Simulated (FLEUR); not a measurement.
Here is a FLEUR MaX-R8.1 (later development tree) calculation.

Contents of inp.xml:

```xml
<?xml version="1.0" encoding="UTF-8" standalone="no"?>
<fleurInput fleurInputVersion="0.39">
   <comment>
      MgSe                                                                                                
   </comment>
   <calculationSetup>
      <cutoffs Kmax="4.38" Gmax="13.6" GmaxXC="13.6" numbands="0"/>
      <scfLoop itmax="80" minDistance="0.0001" maxIterBroyd="30" imix="Anderson" alpha="0.05" precondParam="0.0" spinf="2.0" sdNocoIR="T"/>
      <coreElectrons ctail="F" frcor="F" kcrel="0" coretail_lmax="0"/>
      <xcFunctional name="LibXC" relativisticCorrections="F">
         <LibXCName exchange="mgga_x_r2scan" correlation="mgga_c_r2scan"/>
         <AuxGGA exchange="117" correlation="130"/>
      </xcFunctional>
      <magnetism jspins="1"/>
      <soc l_soc="F" theta="0.0" phi="0.0" spav="F"/>
      <expertModes spex="0" secvar="F"/>
      <geometryOptimization l_f="F" forcealpha="1.0" forcemix="BFGS" epsdisp="0.00001" epsforce="0.00001"/>
      <ldaU l_linMix="F" mixParam="0.05" spinf="1.0"/>
   </calculationSetup>
   <cell>
      <bzIntegration valenceElectrons="26.0" mode="hist" fermiSmearingEnergy="0.00183747">
         <kPointListSelection listName="default-1"/>
         <!-- k-points included here -->
         <xi:include xmlns:xi="http://www.w3.org/2001/XInclude" href="kpts.xml"> </xi:include>
      </bzIntegration>
      <!-- symmetry operations included here -->
      <xi:include xmlns:xi="http://www.w3.org/2001/XInclude" href="sym.xml"> </xi:include>
      <bulkLattice scale="1.0">
         <bravaisMatrix>
            <row-1>    0.0000000000000000     5.1504485525972994     5.1504485525972994</row-1>
            <row-2>    5.1504485525972994     0.0000000000000000     5.1504485525972994</row-2>
            <row-3>    5.1504485525972994     5.1504485525972994     0.0000000000000000</row-3>
         </bravaisMatrix>
      </bulkLattice>
   </cell>
   <atomSpecies>
      <species name="Selenium (Se)" element="Se" atomicNumber="34">
         <mtSphere radius="2.53" gridPoints="837" logIncrement="0.015"/>
         <atomicCutoffs lmax="10" lnonsphr="10"/>
         <electronConfig flipSpins="F">
            <coreConfig>(1s1/2) (2s1/2) (2p1/2) (2p3/2) (3s1/2) (3p1/2) (3p3/2)</coreConfig>
            <valenceConfig>(3d3/2) (3d5/2) (4s1/2) (4p1/2) (4p3/2)</valenceConfig>
            <stateOccupation state="(4p1/2)" spinUp="0.666667" spinDown="0.666667"/>
            <stateOccupation state="(4p3/2)" spinUp="1.333333" spinDown="1.333333"/>
         </electronConfig>
         <energyParameters s="4" p="4" d="4" f="4"/>
         <lo type="SCLO" l="2" n="3" eDeriv="0"/>
         <lo type="SCLO" l="0" n="4" eDeriv="2"/>
         <lo type="SCLO" l="1" n="4" eDeriv="2"/>
         <lo type="SCLO" l="3" n="4" eDeriv="2"/>
      </species>
      <species name="Magnesium (Mg)" element="Mg" atomicNumber="12">
         <mtSphere radius="2.24" gridPoints="741" logIncrement="0.015"/>
         <atomicCutoffs lmax="9" lnonsphr="9"/>
         <electronConfig flipSpins="F">
            <coreConfig>(1s1/2)</coreConfig>
            <valenceConfig>(2s1/2) (2p1/2) (2p3/2) (3s1/2)</valenceConfig>
         </electronConfig>
         <energyParameters s="3" p="2" d="3" f="4"/>
         <lo type="SCLO" l="0" n="2" eDeriv="0"/>
         <lo type="HELO" l="1" n="3" eDeriv="0"/>
         <lo type="HELO" l="1" n="3" eDeriv="1"/>
         <lo type="SCLO" l="2" n="3" eDeriv="2"/>
         <lo type="SCLO" l="3" n="4" eDeriv="2"/>
      </species>
   </atomSpecies>
   <atomGroups>
      <atomGroup species="Selenium (Se)">
         <relPos label="                   1">1.000/2.000 1.000/2.000 1.000/2.000</relPos>
         <force calculate="T" relaxXYZ="TTT"/>
      </atomGroup>
      <atomGroup species="Magnesium (Mg)">
         <relPos label="                   2">.0000000000 .0000000000 .0000000000</relPos>
         <force calculate="T" relaxXYZ="TTT"/>
      </atomGroup>
   </atomGroups>
   <output dos="F" band="F" slice="F">
      <checks vchk="F" cdinf="F"/>
      <bandDOS minEnergy="-.5*Htr" maxEnergy="0.5*Htr" sigma="0.015" storeEVData="T"/>
      <vacuumDOS vacdos="F" integ="F" star="F" nstars="0" locx1="0.0" locy1="0.0" locx2="0.0" locy2="0.0" nstm="0" tworkf="0.0"/>
      <unfoldingBand unfoldBand="F" supercellX="1" supercellY="1" supercellZ="1"/>
      <plotting iplot="0" polar="F">
         <plot TwoD="T" vec1="  1.0  0.0  0.0" vec2="  0.0  1.0  0.0" vec3="  0.0  0.0  1.0" zero="  0.0  0.0  0.0" file="plot"/>
      </plotting>
      <chargeDensitySlicing numkpt="0" minEigenval="0.0" maxEigenval="0.0" nnne="0" pallst="F"/>
      <specialOutput eonly="F"/>
      <moessbauerParams electricFieldGradient="T" isomerShift="T" coreHyperfine="T" valenceHyperfine="T"/>
      <magneticCircularDichroism mcd="F" energyLo="-10.0" energyUp="0.0"/>
   </output>
  <!-- We include the file relax.xml here to enable relaxations (see documentation) -->
  <xi:include xmlns:xi="http://www.w3.org/2001/XInclude" href="relax.xml"> <xi:fallback/> </xi:include>
</fleurInput>
```

The input crystal.txt:

```
MgSe
&input cartesian=F /
0.0000000000  2.7255000000  2.7255000000
2.7255000000  0.0000000000  2.7255000000
2.7255000000  2.7255000000  0.0000000000
1.8897261246
1.0 1.0 1.0

2
34 0.5000000000  0.5000000000  0.5000000000
12 0.0000000000  0.0000000000  0.0000000000

&kpt div1=8 div2=8 div3=8 gamma=T /
```

The input inp.xml (bands):

```
<?xml version="1.0" encoding="UTF-8" standalone="no"?>
<fleurInput fleurInputVersion="0.39">
   <comment>
      MgSe                                                                                                
   </comment>
   <calculationSetup>
      <cutoffs Kmax="4.38" Gmax="13.6" GmaxXC="13.6" numbands="0"/>
      <scfLoop itmax="80" minDistance="0.0001" maxIterBroyd="30" imix="Anderson" alpha="0.05" precondParam="0.0" spinf="2.0" sdNocoIR="T"/>
      <coreElectrons ctail="F" frcor="F" kcrel="0" coretail_lmax="0"/>
      <xcFunctional name="LibXC" relativisticCorrections="F">
         <LibXCName exchange="mgga_x_r2scan" correlation="mgga_c_r2scan"/>
         <AuxGGA exchange="117" correlation="130"/>
      </xcFunctional>
      <magnetism jspins="1"/>
      <soc l_soc="F" theta="0.0" phi="0.0" spav="F"/>
      <expertModes spex="0" secvar="F"/>
      <geometryOptimization l_f="F" forcealpha="1.0" forcemix="BFGS" epsdisp="0.00001" epsforce="0.00001"/>
      <ldaU l_linMix="F" mixParam="0.05" spinf="1.0"/>
   </calculationSetup>
   <cell>
      <bzIntegration valenceElectrons="26.0" mode="hist" fermiSmearingEnergy="0.00183747">
         <kPointListSelection listName="path-1"/>
         <!-- k-points included here -->
         <xi:include xmlns:xi="http://www.w3.org/2001/XInclude" href="kpts.xml"> </xi:include>
      </bzIntegration>
      <!-- symmetry operations included here -->
      <xi:include xmlns:xi="http://www.w3.org/2001/XInclude" href="sym.xml"> </xi:include>
      <bulkLattice scale="1.0">
         <bravaisMatrix>
            <row-1>    0.0000000000000000     5.1504485525972994     5.1504485525972994</row-1>
            <row-2>    5.1504485525972994     0.0000000000000000     5.1504485525972994</row-2>
            <row-3>    5.1504485525972994     5.1504485525972994     0.0000000000000000</row-3>
         </bravaisMatrix>
      </bulkLattice>
   </cell>
   <atomSpecies>
      <species name="Selenium (Se)" element="Se" atomicNumber="34">
         <mtSphere radius="2.53" gridPoints="837" logIncrement="0.015"/>
         <atomicCutoffs lmax="10" lnonsphr="10"/>
         <electronConfig flipSpins="F">
            <coreConfig>(1s1/2) (2s1/2) (2p1/2) (2p3/2) (3s1/2) (3p1/2) (3p3/2)</coreConfig>
            <valenceConfig>(3d3/2) (3d5/2) (4s1/2) (4p1/2) (4p3/2)</valenceConfig>
            <stateOccupation state="(4p1/2)" spinUp="0.666667" spinDown="0.666667"/>
            <stateOccupation state="(4p3/2)" spinUp="1.333333" spinDown="1.333333"/>
         </electronConfig>
         <energyParameters s="4" p="4" d="4" f="4"/>
         <lo type="SCLO" l="2" n="3" eDeriv="0"/>
         <lo type="SCLO" l="0" n="4" eDeriv="2"/>
         <lo type="SCLO" l="1" n="4" eDeriv="2"/>
         <lo type="SCLO" l="3" n="4" eDeriv="2"/>
      </species>
      <species name="Magnesium (Mg)" element="Mg" atomicNumber="12">
         <mtSphere radius="2.24" gridPoints="741" logIncrement="0.015"/>
         <atomicCutoffs lmax="9" lnonsphr="9"/>
         <electronConfig flipSpins="F">
            <coreConfig>(1s1/2)</coreConfig>
            <valenceConfig>(2s1/2) (2p1/2) (2p3/2) (3s1/2)</valenceConfig>
         </electronConfig>
         <energyParameters s="3" p="2" d="3" f="4"/>
         <lo type="SCLO" l="0" n="2" eDeriv="0"/>
         <lo type="HELO" l="1" n="3" eDeriv="0"/>
         <lo type="HELO" l="1" n="3" eDeriv="1"/>
         <lo type="SCLO" l="2" n="3" eDeriv="2"/>
         <lo type="SCLO" l="3" n="4" eDeriv="2"/>
      </species>
   </atomSpecies>
   <atomGroups>
      <atomGroup species="Selenium (Se)">
         <relPos label="                   1">1.000/2.000 1.000/2.000 1.000/2.000</relPos>
         <force calculate="T" relaxXYZ="TTT"/>
      </atomGroup>
      <atomGroup species="Magnesium (Mg)">
         <relPos label="                   2">.0000000000 .0000000000 .0000000000</relPos>
         <force calculate="T" relaxXYZ="TTT"/>
      </atomGroup>
   </atomGroups>
   <output dos="F" band="T" slice="F">
      <checks vchk="F" cdinf="F"/>
      <bandDOS minEnergy="-.5*Htr" maxEnergy="0.5*Htr" sigma="0.015" storeEVData="T"/>
      <vacuumDOS vacdos="F" integ="F" star="F" nstars="0" locx1="0.0" locy1="0.0" locx2="0.0" locy2="0.0" nstm="0" tworkf="0.0"/>
      <unfoldingBand unfoldBand="F" supercellX="1" supercellY="1" supercellZ="1"/>
      <plotting iplot="0" polar="F">
         <plot TwoD="T" vec1="  1.0  0.0  0.0" vec2="  0.0  1.0  0.0" vec3="  0.0  0.0  1.0" zero="  0.0  0.0  0.0" file="plot"/>
      </plotting>
      <chargeDensitySlicing numkpt="0" minEigenval="0.0" maxEigenval="0.0" nnne="0" pallst="F"/>
      <specialOutput eonly="F"/>
      <moessbauerParams electricFieldGradient="T" isomerShift="T" coreHyperfine="T" valenceHyperfine="T"/>
      <magneticCircularDichroism mcd="F" energyLo="-10.0" energyUp="0.0"/>
   </output>
  <!-- We include the file relax.xml here to enable relaxations (see documentation) -->
  <xi:include xmlns:xi="http://www.w3.org/2001/XInclude" href="relax.xml"> <xi:fallback/> </xi:include>
</fleurInput>
```

Potentials or basis: all-electron, FLAPW.

Launch:

```bash
$ inpgen -f crystal.txt -profile fastHighL
$ # inp.xml edited to the form shown
$ fleur_MPI
$ fleur_MPI   # second run, on inp.xml (bands)
```

Q: Estimate the band gap on the k mesh.

A: 2.49 eV, indirect (least direct gap 3.51 eV).

Q: What does it give for the band gap along the path?

A: 2.49 eV, indirect (least direct gap 3.51 eV).

Levels at the corners of the path, in eV from the valence-band top:
```csv
point,band 10,band 11,band 12,band 13,band 14,band 15,band 16,band 17
Γ,-13.39,0.00,0.00,0.00,3.51,8.03,8.03,8.03
X,-11.89,-4.32,-1.82,-1.82,2.49,4.52,12.86,13.34
W,-11.86,-3.35,-3.35,-2.51,5.20,7.77,8.25,8.25
K,-11.90,-3.82,-3.33,-1.47,3.71,6.92,9.71,10.71
Γ,-13.39,0.00,0.00,0.00,3.51,8.03,8.03,8.03
L,-12.23,-4.97,-0.61,-0.61,4.52,6.74,6.74,9.71
U,-11.90,-3.82,-3.33,-1.47,3.71,6.92,9.71,10.71
W,-11.86,-3.35,-3.35,-2.51,5.20,7.77,8.25,8.25
L,-12.23,-4.97,-0.61,-0.61,4.52,6.74,6.74,9.71
K,-11.90,-3.82,-3.33,-1.47,3.71,6.92,9.71,10.71
U,-11.90,-3.82,-3.33,-1.47,3.71,6.92,9.71,10.71
X,-11.89,-4.32,-1.82,-1.82,2.49,4.52,12.86,13.34
```

Caveat: the meta-GGA is that of a development version, with a GGA for the radial functions and cores and without core tails. r2SCAN opens gaps a little over a GGA but as a rule still falls short of measured ones.
